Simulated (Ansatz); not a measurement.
## Residual resistivity of an alloy: Nb(100) with 4 layers of random Nb-Ru, 2x2

Aim: the residual resistivity of a random alloy, from Nb(100) with 4 layers of random Nb-Ru, 2x2 and longer regions.

Program: Ansatz 0.2.0. Level of theory: Ansatz plane-wave DFT, PBE, PAW files; ballistic transport by layer matching (Landauer), zero bias; PAW set soft_1. Results are calculated unless marked as measured.

Most raw output is cut from this account.

### 1. Set-up

The cell holds 56 atoms: 48 Nb and 8 Ru. Its edges and angles: a = 6.613 Å, b = 6.613 Å, c = 23.144 Å, α = 90.0°, β = 90.0°, γ = 90.0°. It derives from Nb. Regions: lead, 40 atoms (40 Nb); scattering region, 16 atoms (8 Ru and 8 Nb). The structure is stacked along c, and the current runs across the ab planes.

### 2. With 4 alloy layers

In 4 layers a share of 0.5 of the sites is given to Ru at random. The layers about the cell's end stay perfect and serve as the lead. Disorder leaves little or no symmetry, which makes such runs dear. Energies from -0.05 to 0.05 eV in steps of 0.05 eV are too few for the program's thermal sum, so it prints no conductance; for a metal the transmission near the Fermi level serves, at a fraction of the cost.

Input file input.yaml:

```yaml
crystal:
  lattice:
    - [6.6126, 0.0, 0.0]
    - [0.0, 6.6126, 0.0]
    - [0.0, 0.0, 23.1441]
  atoms:
    - { symbol: Nb, position: [0.0, 0.0, 0.0357142857] }
    - { symbol: Nb, position: [0.0, 0.5, 0.0357142857] }
    - { symbol: Nb, position: [0.5, 0.0, 0.0357142857] }
    - { symbol: Nb, position: [0.5, 0.5, 0.0357142857] }
    - { symbol: Nb, position: [0.25, 0.25, 0.1071428571] }
    - { symbol: Nb, position: [0.25, 0.75, 0.1071428571] }
    - { symbol: Nb, position: [0.75, 0.25, 0.1071428571] }
    - { symbol: Nb, position: [0.75, 0.75, 0.1071428571] }
[... 44 atom lines left out ...]
    - { symbol: Nb, position: [0.25, 0.25, 0.9642857143] }
    - { symbol: Nb, position: [0.25, 0.75, 0.9642857143] }
    - { symbol: Nb, position: [0.75, 0.25, 0.9642857143] }
    - { symbol: Nb, position: [0.75, 0.75, 0.9642857143] }
kpoints:
  mp_grid: { grid: [4, 4, 1] }
hamiltonian:
  xc: pbe
  pseudopotentials: { kind: paw, azcp: { folder: soft_1 } }
scf:
  occupations: { method: fermi_dirac, width: 0.1 }
output:
  transmission: { leads: [[0, 4]], kmesh: [8, 8], e_range: [-0.05, 0.05], de: 0.05 }
  write_potential: true
  write_density: true
  volumetric_format: npy
```

Started as:

```console
> ansatz run input.yaml --threads 4 --pin off --max-ram 15360MiB --backend cpu --events-out ev --progress --plain --runs-dir out
```

The job ended after 13 min (4 threads of Arm Neoverse V2, shared host; peak memory 8.2 GiB).

This step gave:

```
free energy                                    : -265543.3502 eV
energy at zero smearing                        : -265542.2298 eV
Fermi energy                                   : 17.66 eV
cell area                                      : 43.73 Å²
transmission per spin nearest the Fermi level  : 3.665
open channels per spin nearest the Fermi level : 10.89
step of the lead's potential                   : 14.1 meV
```

Per spin. The transmission, zone mean by energy, zero at the Fermi level:

| energy (eV) | transmission, zone mean |
| --- | --- |
| -0.0500 | 3.72 |
| 0.0000 | 3.67 |
| 0.0500 | 3.60 |

Per spin. Open channels, zone mean, lead against energy, zero at the Fermi level:

| energy (eV) | open channels, zone mean, lead |
| --- | --- |
| -0.0500 | 11.5 |
| 0.0000 | 10.9 |
| 0.0500 | 10.4 |

Transmission over k1 and k2. At 0.0000 eV from the Fermi level.

Ten even steps from '0' (1.64) to '9' (6.27):
```
01134320
01579652
13789863
24999994
13689873
02569751
00234311
00012100
```
Columns: k1 (b1) from -0.5 to 0.375; rows upwards: k2 (b2) from -0.5 to 0.375.

Open channels over k1 and k2. At 0.0000 eV from the Fermi level.

Ten even steps from '0' (4.0) to '9' (14.0):
```
05599955
65789865
69877789
99977799
69877789
65689875
05599955
00669660
```
Columns: k1 (b1) from -0.5 to 0.375; rows upwards: k2 (b2) from -0.5 to 0.375.

Over the solved energies the transmission per spin lies between 3.60 and 3.72, out of 11.0 channels of the lead on average (up to 11.5).

### 3. With 8 alloy layers

In 8 layers a share of 0.5 of the sites is given to Ru at random. A fresh draw is used; the growth of the resistance with length is what counts.

System of this step: Nb(100) with 8 layers of random Nb-Ru, 2x2. The cell holds 72 atoms: 56 Nb and 16 Ru. Its edges and angles: a = 6.613 Å, b = 6.613 Å, c = 29.757 Å, α = 90.0°, β = 90.0°, γ = 90.0°. It derives from Nb. Regions: lead, 40 atoms (40 Nb); scattering region, 32 atoms (16 Nb and 16 Ru). The structure is stacked along c, and the current runs across the ab planes.

Input file input.yaml:

```yaml
crystal:
  lattice:
    - [6.6126, 0.0, 0.0]
    - [0.0, 6.6126, 0.0]
    - [0.0, 0.0, 29.7567]
  atoms:
    - { symbol: Nb, position: [0.0, 0.0, 0.0277777778] }
    - { symbol: Nb, position: [0.0, 0.5, 0.0277777778] }
    - { symbol: Nb, position: [0.5, 0.0, 0.0277777778] }
    - { symbol: Nb, position: [0.5, 0.5, 0.0277777778] }
    - { symbol: Nb, position: [0.25, 0.25, 0.0833333333] }
    - { symbol: Nb, position: [0.25, 0.75, 0.0833333333] }
    - { symbol: Nb, position: [0.75, 0.25, 0.0833333333] }
    - { symbol: Nb, position: [0.75, 0.75, 0.0833333333] }
[... 60 atom lines left out ...]
    - { symbol: Nb, position: [0.25, 0.25, 0.9722222222] }
    - { symbol: Nb, position: [0.25, 0.75, 0.9722222222] }
    - { symbol: Nb, position: [0.75, 0.25, 0.9722222222] }
    - { symbol: Nb, position: [0.75, 0.75, 0.9722222222] }
kpoints:
  mp_grid: { grid: [4, 4, 1] }
hamiltonian:
  xc: pbe
  pseudopotentials: { kind: paw, azcp: { folder: soft_1 } }
scf:
  occupations: { method: fermi_dirac, width: 0.1 }
output:
  transmission: { leads: [[0, 4]], kmesh: [8, 8], e_range: [-0.05, 0.05], de: 0.05 }
  write_potential: true
  write_density: true
  volumetric_format: npy
```

Elapsed: 29 min, on 4 threads; peak memory 8.7 GiB.

Numbers from this step:

```
free energy                                    : -348988.2325 eV
energy at zero smearing                        : -348986.6608 eV
Fermi energy                                   : 17.57 eV
transmission per spin nearest the Fermi level  : 2.688
open channels per spin nearest the Fermi level : 10.73
step of the lead's potential                   : 8.9 meV
```

Per spin. Table of transmission, zone mean by energy, zero at the Fermi level:

| energy (eV) | transmission, zone mean |
| --- | --- |
| -0.0500 | 2.96 |
| 0.0000 | 2.69 |
| 0.0500 | 2.61 |

Over the solved energies the transmission per spin lies between 2.61 and 2.96, out of 10.9 channels of the lead on average (up to 11.7).

### 4. With 12 alloy layers

In 12 layers a share of 0.5 of the sites is given to Ru at random. A fresh draw is used; the growth of the resistance with length is what counts.

System of this step: Nb(100) with 12 layers of random Nb-Ru, 2x2. The cell holds 88 atoms: 64 Nb and 24 Ru. Cell: a = 6.613 Å, b = 6.613 Å, c = 36.369 Å, α = 90.0°, β = 90.0°, γ = 90.0°. It derives from Nb. Regions: lead, 40 atoms (40 Nb); scattering region, 48 atoms (24 Ru and 24 Nb). The structure is stacked along c, and the current runs across the ab planes.

Input file input.yaml:

```yaml
crystal:
  lattice:
    - [6.6126, 0.0, 0.0]
    - [0.0, 6.6126, 0.0]
    - [0.0, 0.0, 36.3693]
  atoms:
    - { symbol: Nb, position: [0.0, 0.0, 0.0227272727] }
    - { symbol: Nb, position: [0.0, 0.5, 0.0227272727] }
    - { symbol: Nb, position: [0.5, 0.0, 0.0227272727] }
    - { symbol: Nb, position: [0.5, 0.5, 0.0227272727] }
    - { symbol: Nb, position: [0.25, 0.25, 0.0681818182] }
    - { symbol: Nb, position: [0.25, 0.75, 0.0681818182] }
    - { symbol: Nb, position: [0.75, 0.25, 0.0681818182] }
    - { symbol: Nb, position: [0.75, 0.75, 0.0681818182] }
[... 76 atom lines left out ...]
    - { symbol: Nb, position: [0.25, 0.25, 0.9772727273] }
    - { symbol: Nb, position: [0.25, 0.75, 0.9772727273] }
    - { symbol: Nb, position: [0.75, 0.25, 0.9772727273] }
    - { symbol: Nb, position: [0.75, 0.75, 0.9772727273] }
kpoints:
  mp_grid: { grid: [4, 4, 1] }
hamiltonian:
  xc: pbe
  pseudopotentials: { kind: paw, azcp: { folder: soft_1 } }
scf:
  occupations: { method: fermi_dirac, width: 0.1 }
output:
  transmission: { leads: [[0, 4]], kmesh: [8, 8], e_range: [-0.05, 0.05], de: 0.05 }
  write_potential: true
  write_density: true
  volumetric_format: npy
```

Wall time 42 min (4 threads); peak memory 9.3 GiB; 2.4 h of CPU time.

This step gave:

- free energy: -432435.4181 eV
- energy at zero smearing: -432433.5712 eV
- Fermi energy: 17.55 eV
- transmission per spin nearest the Fermi level: 2.114
- open channels per spin nearest the Fermi level: 10.86
- step of the lead's potential: 11.3 meV

Per spin. Table of transmission, zone mean by energy, zero at the Fermi level:

| energy (eV) | transmission, zone mean |
| --- | --- |
| -0.0500 | 2.12 |
| 0.0000 | 2.11 |
| 0.0500 | 2.02 |

Over the solved energies the transmission per spin lies between 2.02 and 2.12, out of 11.0 channels of the lead on average (up to 11.6).

### 5. The fit

This step: Ansatz plane-wave DFT, PBE, PAW files; ballistic transport by layer matching (Landauer), zero bias; residual resistivity from the slope of the area resistance, atoms on the host's lattice; PAW set soft_1 (Ansatz 0.2.0).

This step gave:

| Property | Result |
| --- | --- |
| resistivity | 88.35 µΩ cm |
| intercept | 0.4168 fΩ m² |
| scatter about the fit | 0.03577 fΩ m² |

Resistance, by row:

| run | length (Å) | T | channels N | RA (fΩ m²) |
| --- | --- | --- | --- | --- |
| n4 | 6.613 | 3.661 | 10.95 | 1.026 |
| n8 | 13.23 | 2.75 | 10.91 | 1.535 |
| n12 | 19.84 | 2.083 | 10.97 | 2.195 |

Area resistance against length of the alloy:

| length of the alloy (Å) | area resistance (fΩ m²) |
| --- | --- |
| 6.61 | 1.03 |
| 13.23 | 1.53 |
| 19.84 | 2.19 |

The area resistance goes from 1.0 to 2.2 fΩ m² between 6.6 and 19.8 Å, a slope of 88 µΩ cm.

By hand from the end points: (2.195 − 1.026) fΩ m² / (19.84 − 6.61) Å = 88 µΩ cm, since 1 fΩ m² per Å is 1000 µΩ cm.

### 6. Summary of results

```yaml
resistivity_from_the_slope: 88.3 µΩ cm
area_resistance_over_6p61_a: 1.03 fΩ m²
area_resistance_over_13p2_a: 1.53 fΩ m²
area_resistance_over_19p8_a: 2.19 fΩ m²
```

In words: The slope gives 88 µΩ cm. The points scatter by 0.036 fΩ m² about the line, with one random draw a length in a 2x2 cell, so the slope is a rough value. Read with a model of isotropic scattering on a spherical Fermi surface and the lead's 1.9×10¹⁵ S/m², this slope means a mean free path near 4.4 Å (a rough figure, since the alloy's own channel count differs); over these lengths the model's slope is within 3 % of its bulk resistivity, though a free path of a few ångströms strains the picture. The atoms sit on the host's lattice, so scattering by size misfit is left out. With 50 % of Ru, whose own structure is another, this is a hypothetical phase.

[Logs are printed without paths, hosts, clocks, repeated set-up lines and the standing remarks that a program may print on its own settings, such as how far it seeks lower states.]

[Hosts, paths, dates, database ids (printed as entryN), source tags and the programs' standing remarks are cut or masked in the printed files.]
